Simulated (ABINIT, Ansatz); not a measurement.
# GaP (F-43m): Raman and infrared activity

Wanted: vibrational spectra of GaP (F-43m) from linear and non-linear response.

Program: ABINIT 10.8.3. Level of theory: DFT LDA, scalar-relativistic, plane waves, HGH norm-conserving pseudopotentials. Results are calculated unless marked as measured.

**What experiment says.**

“Temperature dependence of the optical phonon reflection band in GaP” (2021, arxiv:2105.06662) quotes from earlier work for GaP, zinc blende (literature value (Refs. 34, 36)): static dielectric constant (static dielectric constant (paper prints symbol eps_inf but compares …) 11.147 [Literature value printed with the symbol eps_inf, but compared with the static constant …]; Raman mode (TO at Gamma) 367.3 cm⁻¹ at 300 K; infrared mode (TO at Gamma) 366.3 ± 0.3 cm⁻¹ at 300 K.

## (1) Set-up

It takes space group F-43m (No. 216, cubic). Conventional cell: a = 5.388 Å, b = 5.388 Å, c = 5.388 Å, α = 90.00°, β = 90.00°, γ = 90.00°. Nearest to Ga lie 4 P at 2.33 Å. P has 4 Ga at 2.33 Å nearest. Farther neighbours are not listed.

## (2) Relaxation

Frequencies change by per cents with a per cent of volume, so the structure is first brought to rest at this level of theory.

The starting cell comes from a relaxation made beforehand in Ansatz (LDA, PseudoDojo NC).

File relax.abi:

```
# relaxation
ionmov 2
optcell 2
ecutsm 0.5
dilatmx 1.08
ntime 40
tolmxf 2.0d-06
tolvrs 1.0d-14
prtwf 0
prtden 0
chksymtnons 0

# basis, mesh and filling
ecut 24.0
ixc 7
ngkpt 8 8 8
nshiftk 1
shiftk 0.0 0.0 0.0
istwfk *1
occopt 1
nband 4
nstep 100
diemac 9.0
prtebands 0
prtgsr 0

# cell and atoms
acell 3*1.0 Angstrom
rprim 
    0.0 2.693976544 2.693976544
    2.693976544 0.0 2.693976544
    2.693976544 2.693976544 0.0
ntypat 2
znucl 31 15
natom 2
typat 1 2
xred 
    0.0 0.0 0.0
    0.25 0.25 0.25
pp_dirpath "./pseudo"
pseudos "Ga.hgh, P.hgh"
```

Command:

```console
$ OMP_NUM_THREADS=1 mpirun -n 2 abinit relax.abi > relax.log
```

Numbers of over 12 decimals in the logs are rounded to 6 here.

relax.abo, the main output file:

```text
[banners, grids, parts of the stress and lines that vanish by symmetry left out]
- input  file    -> relax.abi
- output file    -> relax.abo
- root for input  files -> relaxi
[...]
Symmetries : space group F-4 3 m (#216); Bravais cF (face-center cubic)
[...]
mpw =        1893          nfft =       46656          nkpt =          29
[...]
== DATASET  1 ==================================================================
[...]
cutoff_energies: {ecut:  24.0, pawecutdg:  -1.0, }
[...]
Exchange-correlation functional for the present dataset will be:
  LDA: Perdew-Wang 92 LSD fit to Ceperley-Alder data - ixc=7
[...]
ETOT  1  -8.881154    -8.881E+00 2.049E-02 1.741E+02
 ETOT  2  -8.916125    -3.497E-02 2.377E-05 1.252E+01
 ETOT  3  -8.918641    -2.517E-03 3.968E-05 3.212E-01
 ETOT  4  -8.918680    -3.897E-05 3.670E-07 2.562E-03
 ETOT  5  -8.918680    -2.260E-07 4.459E-09 3.168E-05
[...]
At SCF step   10       vres2   =  4.12E-15 < tolvrs=  1.00E-14 =>converged.
[...]
sigma(1 1)=  1.09744045E-04  sigma(3 2)=  0.00000000E+00
  sigma(2 2)=  1.09744045E-04  sigma(3 1)=  0.00000000E+00
  sigma(3 3)=  1.09744045E-04  sigma(2 1)=  0.00000000E+00
[...]
convergence: {deltae:  1.812E-13, res2:  4.116E-15, residm:  6.763E-17, diffor: null, }
etotal    :  -8.91868034E+00
[...]
ETOT  1  -8.918901    -8.919E+00 1.102E-06 1.958E-01
[...]
At SCF step    8       vres2   =  8.00E-15 < tolvrs=  1.00E-14 =>converged.
[...]
sigma(1 1)=  8.29130700E-05  sigma(3 2)=  0.00000000E+00
  sigma(2 2)=  8.29130700E-05  sigma(3 1)=  0.00000000E+00
  sigma(3 3)=  8.29130700E-05  sigma(2 1)=  0.00000000E+00
[...]
convergence: {deltae: -9.059E-14, res2:  7.996E-15, residm:  2.090E-18, diffor: null, }
etotal    :  -8.91893085E+00
[...]
ETOT  1  -8.918984    -8.919E+00 4.770E-05 1.671E+00
[...]
At SCF step    9       vres2   =  5.61E-16 < tolvrs=  1.00E-14 =>converged.
[...]
sigma(1 1)= -5.08766092E-06  sigma(3 2)=  0.00000000E+00
  sigma(2 2)= -5.08766092E-06  sigma(3 1)=  0.00000000E+00
  sigma(3 3)= -5.08766092E-06  sigma(2 1)=  0.00000000E+00
[...]
convergence: {deltae: -8.527E-14, res2:  5.609E-16, residm:  2.067E-20, diffor: null, }
etotal    :  -8.91923633E+00
[...]
ETOT  1  -8.919237    -8.919E+00 9.515E-11 5.352E-03
[...]
At SCF step    8       vres2   =  1.52E-16 < tolvrs=  1.00E-14 =>converged.
[...]
sigma(1 1)=  1.85375002E-07  sigma(3 2)=  0.00000000E+00
  sigma(2 2)=  1.85375002E-07  sigma(3 1)=  0.00000000E+00
  sigma(3 3)=  1.85375002E-07  sigma(2 1)=  0.00000000E+00
[...]
convergence: {deltae: -2.469E-13, res2:  1.520E-16, residm:  4.206E-20, diffor: null, }
etotal    :  -8.91923737E+00
[...]
ETOT  1  -8.919237    -8.919E+00 4.046E-12 6.632E-06
[...]
ETOT  6  -8.919237     3.801E-13 1.817E-19 1.889E-14
 ETOT  7  -8.919237    -2.451E-13 5.168E-21 6.762E-17
 At SCF step    7       vres2   =  6.76E-17 < tolvrs=  1.00E-14 =>converged.
[...]
sigma(1 1)=  3.49557642E-10  sigma(3 2)=  0.00000000E+00
  sigma(2 2)=  3.49557642E-10  sigma(3 1)=  0.00000000E+00
  sigma(3 3)=  3.49557642E-10  sigma(2 1)=  0.00000000E+00
[...]
convergence: {deltae: -2.451E-13, res2:  6.762E-17, residm:  5.168E-21, diffor: null, }
etotal    :  -8.91923737E+00
[...]
At Broyd/MD step   5, gradients are converged :
[...]
sigma(1 1)=  3.49557642E-10  sigma(3 2)=  0.00000000E+00
  sigma(2 2)=  3.49557642E-10  sigma(3 1)=  0.00000000E+00
  sigma(3 3)=  3.49557642E-10  sigma(2 1)=  0.00000000E+00
[...]
- sigma(1 1)=  1.02843409E-05  sigma(3 2)=  0.00000000E+00
- sigma(2 2)=  1.02843409E-05  sigma(3 1)=  0.00000000E+00
- sigma(3 3)=  1.02843409E-05  sigma(2 1)=  0.00000000E+00
[...]
fcart     -0.0000000000E+00 -0.0000000000E+00 -0.0000000000E+00
           strten      3.4955764173E-10  3.4955764178E-10  3.4955764157E-10
================================================================================

[key lines of the parts left out:]
pressure_GPa:  -1.0284E-05
Total energy (etotal) [Ha]= -8.91923736889551E+00
```

It took 26 s on 2 MPI ranks of Arm Neoverse N1, shared host; 51 s of CPU time.

Step by step:

```csv
step,energy less that of the first step (eV),largest force (eV/Å),volume (Å³)
1,0.0000,0.0000,39.10
2,-0.0068,0.0000,38.72
3,-0.0151,0.0000,37.59
4,-0.0152,0.0000,37.65
5,-0.0152,0.0000,37.65
```

```csv
"conventional cell, symmetrised",before,after,change
a (Å),5.388,5.320,-1.3 %
b (Å),5.388,5.320,-1.3 %
c (Å),5.388,5.320,-1.3 %
volume (Å³/atom),19.55,18.83,-3.7 %
```

Final coordinates:

```cif
data_structure
_symmetry_space_group_name_H-M 'P 1'
_symmetry_Int_Tables_number 1
_cell_length_a 3.7621
_cell_length_b 3.7621
_cell_length_c 3.7621
_cell_angle_alpha 60.000
_cell_angle_beta 60.000
_cell_angle_gamma 60.000
_cell_volume 37.65
loop_
_atom_site_label
_atom_site_type_symbol
_atom_site_fract_x
_atom_site_fract_y
_atom_site_fract_z
_atom_site_occupancy
Ga1 Ga 0.00000 0.00000 0.00000 1
P2 P 0.25000 0.25000 0.25000 1
```

Numbers from this step:

| Property | Result |
| --- | --- |
| volume per atom | 18.83 Å³ |
| pressure | -1.03e-5 GPa |

The volume changes by -3.7 % from the cell with which this run began.

## (3) Ground state

The response is built on these wavefunctions, so the potential is converged far more tightly than an energy would need. The mesh is shifted off Γ, since shifted meshes converge sums over the zone faster.

File gs.abi:

```
# ground state
tolvrs 1.0d-16
prtden 1
prtwf 1

# basis, mesh and filling
ecut 24.0
ixc 7
ngkpt 6 6 6
nshiftk 4
shiftk 
    0.5 0.5 0.5
    0.5 0.0 0.0
    0.0 0.5 0.0
    0.0 0.0 0.5
istwfk *1
occopt 1
nband 4
nstep 100
diemac 9.0
prtebands 0
prtgsr 0

# cell and atoms
acell 3*1.0 Angstrom
rprim 
    0.0 2.660198463 2.660198463
    2.660198463 0.0 2.660198463
    2.660198463 2.660198463 0.0
ntypat 2
znucl 31 15
natom 2
typat 1 2
xred 
    0.0 0.0 0.0
    0.25 0.25 0.25
pp_dirpath "./pseudo"
pseudos "Ga.hgh, P.hgh"
```

Command:

```console
$ OMP_NUM_THREADS=1 mpirun -n 2 abinit gs.abi > gs.log
```

gs.abo, the main output file:

```text
[banners, grids, parts of the stress and lines that vanish by symmetry left out]
- input  file    -> gs.abi
- output file    -> gs.abo
- root for input  files -> gsi
[...]
Symmetries : space group F-4 3 m (#216); Bravais cF (face-center cubic)
[...]
mpw =        1435          nfft =       32768          nkpt =          28
[...]
== DATASET  1 ==================================================================
[...]
cutoff_energies: {ecut:  24.0, pawecutdg:  -1.0, }
[...]
Exchange-correlation functional for the present dataset will be:
  LDA: Perdew-Wang 92 LSD fit to Ceperley-Alder data - ixc=7
[...]
ETOT  1  -8.885950    -8.886E+00 1.513E-02 1.259E+02
 ETOT  2  -8.916808    -3.086E-02 1.937E-06 8.945E+00
 ETOT  3  -8.919311    -2.503E-03 3.631E-05 1.974E-01
 ETOT  4  -8.919343    -3.197E-05 2.701E-07 1.579E-03
 ETOT  5  -8.919343    -1.511E-07 1.379E-09 9.428E-06
[...]
ETOT 10  -8.919343     1.581E-13 6.377E-19 2.030E-15
 ETOT 11  -8.919343     1.190E-13 7.928E-21 6.897E-19
 At SCF step   11       vres2   =  6.90E-19 < tolvrs=  1.00E-16 =>converged.
[...]
sigma(1 1)=  4.12320470E-06  sigma(3 2)=  0.00000000E+00
  sigma(2 2)=  4.12320470E-06  sigma(3 1)=  0.00000000E+00
  sigma(3 3)=  4.12320470E-06  sigma(2 1)=  0.00000000E+00
[...]
convergence: {deltae:  1.190E-13, res2:  6.897E-19, residm:  7.928E-21, diffor: null, }
etotal    :  -8.91934347E+00
[...]
sigma(1 1)=  4.12320470E-06  sigma(3 2)=  0.00000000E+00
  sigma(2 2)=  4.12320470E-06  sigma(3 1)=  0.00000000E+00
  sigma(3 3)=  4.12320470E-06  sigma(2 1)=  0.00000000E+00
[...]
- sigma(1 1)=  1.21308870E-01  sigma(3 2)=  0.00000000E+00
- sigma(2 2)=  1.21308870E-01  sigma(3 1)=  0.00000000E+00
- sigma(3 3)=  1.21308870E-01  sigma(2 1)=  0.00000000E+00
[...]
fcart     -0.0000000000E+00 -0.0000000000E+00 -0.0000000000E+00
           strten      4.1232046953E-06  4.1232046953E-06  4.1232046953E-06
================================================================================

[key lines of the parts left out:]
pressure_GPa:  -1.2131E-01
```

Wall time 3.7 s (2 MPI ranks).

Read from the output:

```yaml
pressure: -0.1213 GPa
```

The cell stands at -0.12 GPa: the relaxation ran with a smoothed cutoff and on another k mesh.

## (4) The gap at rest

Empty bands on the ground state's density check that the gap assumed so far is there in this cell.

File gap.abi:

```
# empty bands on the ground state's density
iscf -2
getden_filepath "gso_DEN"
tolwfr 1.0d-12
nbdbuf 2
prtwf 0

# basis, mesh and filling
ecut 24.0
ixc 7
ngkpt 8 8 8
nshiftk 1
shiftk 0.0 0.0 0.0
istwfk *1
occopt 1
nband 8
nstep 100
diemac 9.0
prtebands 0
prtgsr 0

# cell and atoms
acell 3*1.0 Angstrom
rprim 
    0.0 2.660198463 2.660198463
    2.660198463 0.0 2.660198463
    2.660198463 2.660198463 0.0
ntypat 2
znucl 31 15
natom 2
typat 1 2
xred 
    0.0 0.0 0.0
    0.25 0.25 0.25
pp_dirpath "./pseudo"
pseudos "Ga.hgh, P.hgh"
```

Command:

```console
$ OMP_NUM_THREADS=1 mpirun -n 2 abinit gap.abi > gap.log
```

gap.abo, the main output file:

```text
[banners, grids, parts of the stress and lines that vanish by symmetry left out]
- input  file    -> gap.abi
- output file    -> gap.abo
- root for input  files -> gapi
[...]
Symmetries : space group F-4 3 m (#216); Bravais cF (face-center cubic)
[...]
mpw =        1458          nfft =       32768          nkpt =          29
[...]
== DATASET  1 ==================================================================
[...]
cutoff_energies: {ecut:  24.0, pawecutdg:  -1.0, }
[...]
Exchange-correlation functional for the present dataset will be:
  LDA: Perdew-Wang 92 LSD fit to Ceperley-Alder data - ixc=7
[...]
-outvars: echo values of variables after computation
            acell      1.8897261259E+00  1.8897261259E+00  1.8897261259E+00 Bohr
================================================================================
```

The job ended after 3.2 s (2 MPI ranks; 6.2 s of CPU time).

Read from the output:

```
gap on the k-mesh : 1.454 eV
```

In this cell the gap on the mesh is 1.5 eV, indirect (smallest direct 2.4 eV), so fixed occupations hold.

## (5) Linear response at Γ

The derivative of the wavefunctions by k comes first, since the response to a field is built on it; then the field and the displacements that symmetry doesn't supply are solved at q = 0. By the 2n+1 theorem the first-order wavefunctions also give third derivatives: Raman tensors and the non-linear susceptibility.

It reads the wavefunctions written in step 3.

File dfpt_gamma.abi:

```
ndtset 3

# common to the responses
getwfk_filepath "gso_WFK"
kptopt 2
nqpt 1
qpt 0.0 0.0 0.0
asr 0
chneut 0

# d/dk
rfelfd1 2
rfdir1 1 1 1
iscf1 -3
tolwfr1 1.0d-20

# displacements, field
rfphon2 1
rfatpol2 1 2
rfdir2 1 1 1
rfelfd2 3
getddk2 1
tolvrs2 1.0d-10
prepanl2 1
prtden2 1

# third order
optdriver3 5
getden_filepath3 "gso_DEN"
get1den3 2
get1wf3 2
getddk3 1
d3e_pert1_elfd3 1
d3e_pert1_phon3 1
d3e_pert1_atpol3 1 2
d3e_pert1_dir3 1 1 1
d3e_pert2_elfd3 1
d3e_pert2_dir3 1 1 1
d3e_pert3_elfd3 1
d3e_pert3_dir3 1 1 1
usepead3 1
tolvrs3 1.0d-10

# basis, mesh and filling
ecut 24.0
ixc 7
ngkpt 6 6 6
nshiftk 4
shiftk 
    0.5 0.5 0.5
    0.5 0.0 0.0
    0.0 0.5 0.0
    0.0 0.0 0.5
istwfk *1
occopt 1
nband 4
nstep 100
diemac 9.0
prtebands 0
prtgsr 0

# cell and atoms
acell 3*1.0 Angstrom
rprim 
    0.0 2.660198463 2.660198463
    2.660198463 0.0 2.660198463
    2.660198463 2.660198463 0.0
ntypat 2
znucl 31 15
natom 2
typat 1 2
xred 
    0.0 0.0 0.0
    0.25 0.25 0.25
pp_dirpath "./pseudo"
pseudos "Ga.hgh, P.hgh"
```

Command:

```console
$ OMP_NUM_THREADS=1 mpirun -n 2 abinit dfpt_gamma.abi > dfpt_gamma.log
```

dfpt_gamma.abo, the main output file:

```text
[banners, grids, parts of the stress and lines that vanish by symmetry left out]
- input  file    -> dfpt_gamma.abi
- output file    -> dfpt_gamma.abo
- root for input  files -> dfpt_gammai
[...]
DATASET    1 : space group F-4 3 m (#216); Bravais cF (face-center cubic)
[...]
nfft =       32768          nkpt =         432
[...]
DATASET    2 : space group F-4 3 m (#216); Bravais cF (face-center cubic)
[...]
nfft =       32768          nkpt =         432
[...]
DATASET    3 : space group F-4 3 m (#216); Bravais cF (face-center cubic)
[...]
mpw =        1435          nfft =       32768          nkpt =         432
[...]
== DATASET  1 ==================================================================
[...]
cutoff_energies: {ecut:  24.0, pawecutdg:  -1.0, }
[...]
Exchange-correlation functional for the present dataset will be:
  LDA: Perdew-Wang 92 LSD fit to Ceperley-Alder data - ixc=7
[...]
- 15.00000   5.00000     10605                znucl, zion, pspdat
[...]
Perturbation : derivative vs k along direction   1
[...]
-ETOT  1  -9.276599     -9.277E+00 2.990E-01 0.000E+00
 ETOT  2  -9.292411     -1.581E-02 2.559E-03 0.000E+00
 ETOT  3  -9.292465     -5.476E-05 2.011E-05 0.000E+00
 ETOT  4  -9.292466     -3.509E-07 2.763E-07 0.000E+00
 ETOT  5  -9.292466     -3.164E-09 3.237E-09 0.000E+00
[...]
At SCF step   12   max residual=  9.98E-21 < tolwfr=  1.00E-20 =>converged.
[...]
Perturbation : derivative vs k along direction   2
[...]
-ETOT  1  -9.276599     -9.277E+00 2.990E-01 0.000E+00
[...]
At SCF step   12   max residual=  9.98E-21 < tolwfr=  1.00E-20 =>converged.
[...]
Perturbation : derivative vs k along direction   3
[...]
-ETOT  1  -9.276599     -9.277E+00 2.990E-01 0.000E+00
[...]
At SCF step   12   max residual=  9.98E-21 < tolwfr=  1.00E-20 =>converged.
[...]
1        1       3.3661298982   -0.0000000000
     1        2       1.6830649491   -0.0000000000
     1        3       1.6830649491    0.0000000000
     2        1       1.6830649491   -0.0000000000
     2        2       3.3661298982    0.0000000000
     2        3       1.6830649491    0.0000000000
     3        1       1.6830649491    0.0000000000
     3        2       1.6830649491    0.0000000000
     3        3       3.3661298982    0.0000000000
[...]
== DATASET  2 ==================================================================
[...]
cutoff_energies: {ecut:  24.0, pawecutdg:  -1.0, }
[...]
Exchange-correlation functional for the present dataset will be:
  LDA: Perdew-Wang 92 LSD fit to Ceperley-Alder data - ixc=7
[...]
Perturbation : displacement of atom   1   along direction   1
[...]
-ETOT  1   7.013151     -3.430E+01 8.947E-02 4.472E+03
[...]
At SCF step    9       vres2   =  4.50E-13 < tolvrs=  1.00E-10 =>converged.
[...]
Perturbation : displacement of atom   2   along direction   1
[...]
-ETOT  1   38.132586225476     -1.283E+02 1.084E+00 6.881E+04
[...]
At SCF step    9       vres2   =  1.31E-11 < tolvrs=  1.00E-10 =>converged.
[...]
Perturbation : homogeneous electric field along direction   1
[...]
-ETOT  1  -201.94897870087     -2.019E+02 2.133E+01 1.971E+04
[...]
At SCF step    9       vres2   =  7.11E-11 < tolvrs=  1.00E-10 =>converged.
[...]
Perturbation : homogeneous electric field along direction   2
[...]
-ETOT  1  -201.94897870106     -2.019E+02 2.133E+01 1.971E+04
[...]
At SCF step    9       vres2   =  7.11E-11 < tolvrs=  1.00E-10 =>converged.
[...]
Perturbation : homogeneous electric field along direction   3
[...]
-ETOT  1  -201.94897870124     -2.019E+02 2.133E+01 1.971E+04
[...]
ETOT  8  -211.84751424627     -1.967E-10 1.370E-12 1.047E-08
 ETOT  9  -211.84751424627     -1.506E-12 3.447E-14 7.109E-11
 At SCF step    9       vres2   =  7.11E-11 < tolvrs=  1.00E-10 =>converged.
[...]
Dielectric tensor, in cartesian coordinates,
[...]
1    4   1    4         9.9427138496        -0.0000000000
   1    4   2    4         0.0000000000        -0.0000000000
   1    4   3    4         0.0000000000        -0.0000000000
   2    4   1    4         0.0000000000        -0.0000000000
   2    4   2    4         9.9427138496        -0.0000000000
   2    4   3    4         0.0000000000        -0.0000000000
   3    4   1    4         0.0000000000        -0.0000000000
   3    4   2    4         0.0000000000        -0.0000000000
   3    4   3    4         9.9427138496        -0.0000000000
  Effective charges, in cartesian coordinates,
[...]
1    1   1    4         2.0186390581         0.0000000000
   2    1   1    4        -0.0000000000         0.0000000000
   3    1   1    4         0.0000000000         0.0000000000
   1    2   1    4        -2.0262378347         0.0000000000
   2    2   1    4         0.0000000000         0.0000000000
[...]
Effective charges, in cartesian coordinates,
[...]
2    4   1    2         0.0000000000         0.0000000000
   3    4   1    2         0.0000000000         0.0000000000
   1    4   2    2         0.0000000000         0.0000000000
   2    4   2    2        -2.0262378350         0.0000000000
   3    4   2    2         0.0000000000         0.0000000000
   1    4   3    2         0.0000000000         0.0000000000
   2    4   3    2         0.0000000000         0.0000000000
   3    4   3    2        -2.0262378350         0.0000000000
  Phonon wavevector (reduced coordinates) :  0.00000  0.00000  0.00000
 Phonon energies in Hartree :
[...]
Phonon frequencies in cm-1    :
-  7.921797E-01  7.921798E-01  7.921799E-01  3.693707E+02  3.693707E+02
-  3.693707E+02
  Phonon at Gamma, with non-analyticity in the
[...]
Phonon energies in Hartree :
[...]
Phonon frequencies in cm-1    :
-  7.921797E-01  7.921798E-01  8.310602E-01  3.693707E+02  3.693707E+02
-  4.019206E+02
  Phonon at Gamma, with non-analyticity in the
[...]
Phonon energies in Hartree :
[...]
Phonon frequencies in cm-1    :
-  7.921797E-01  7.921799E-01  8.310600E-01  3.693707E+02  3.693707E+02
-  4.019206E+02
  Phonon at Gamma, with non-analyticity in the
[...]
Phonon energies in Hartree :
[...]
Phonon frequencies in cm-1    :
-  7.921798E-01  7.921799E-01  8.310600E-01  3.693707E+02  3.693707E+02
-  4.019206E+02
[...]
== DATASET  3 ==================================================================
[...]
cutoff_energies: {ecut:  24.0, pawecutdg:  -1.0, }
[...]
Exchange-correlation functional for the present dataset will be:
  LDA: Perdew-Wang 92 LSD fit to Ceperley-Alder data - ixc=7
[...]
j1 : displacement of atom   1 along direction   1
[...]
j1 : displacement of atom   2 along direction   1
[...]
j2 : displacement of atom   1 along direction   1
[...]
j2 : displacement of atom   2 along direction   1
[...]
j2 : displacement of atom   1 along direction   1
[...]
j2 : displacement of atom   2 along direction   1
[...]
1          1        0.000000001       -0.000000000       -0.000000000
[...]
1          2       -0.000000001        0.000000001       -0.124358784
[...]
1          3        0.000000001       -0.124358784        0.000000001
[...]
2          1       -0.000000001       -0.000000000       -0.000000000
[...]
2          2        0.000000001       -0.000000001        0.124005563
[...]
2          3       -0.000000001        0.124005563       -0.000000001
[...]
strten2     0.0000000000E+00  0.0000000000E+00  0.0000000000E+00
           strten3     0.0000000000E+00  0.0000000000E+00  0.0000000000E+00
================================================================================
```

Wall time 6.6 min (2 MPI ranks).

Read from the output:

```
miss of the charge sum rule                                       : 0.007599 e
largest acoustic frequency at the zone centre before the sum rule : 0.79 cm⁻¹
highest optical zone-centre mode (no LO-TO term)                  : 369.4 cm⁻¹
lowest optical zone-centre mode                                   : 369.4 cm⁻¹
mean high-frequency dielectric constant                           : 9.943
largest Born charge in size (third of the trace)                  : 2.026 e
```

Born charge (rows field, columns displacement), before the sum rule (e), principal values of the symmetric part by kind of site:

```csv
atom,atoms with these values,low,middle,high,mean
Ga1,1,2.02,2.02,2.02,2.02
P2,1,-2.03,-2.03,-2.03,-2.03
```

In full for P2:

```
-2.03  0.00  0.00
 0.00 -2.03  0.00
 0.00  0.00 -2.03
```

High-frequency dielectric tensor:

```
9.94 0.00 0.00
0.00 9.94 0.00
0.00 0.00 9.94
```

The acoustic modes at Γ come out as far as 0.8 cm⁻¹ from zero, where they should vanish, a small numerical error; the Born charges miss their sum rule by 0.0076 e, which is good.

(Continued in part 2 of 3.)

[Host names and launcher messages were left out of these logs when they were recorded.]

[Logs are printed without paths, hosts, clocks, repeated set-up lines and the standing remarks that a program may print on its own settings, such as how far it seeks lower states.]

[Hosts, paths, dates, database ids (printed as entryN), source tags and the programs' standing remarks are cut or masked in the printed files.]
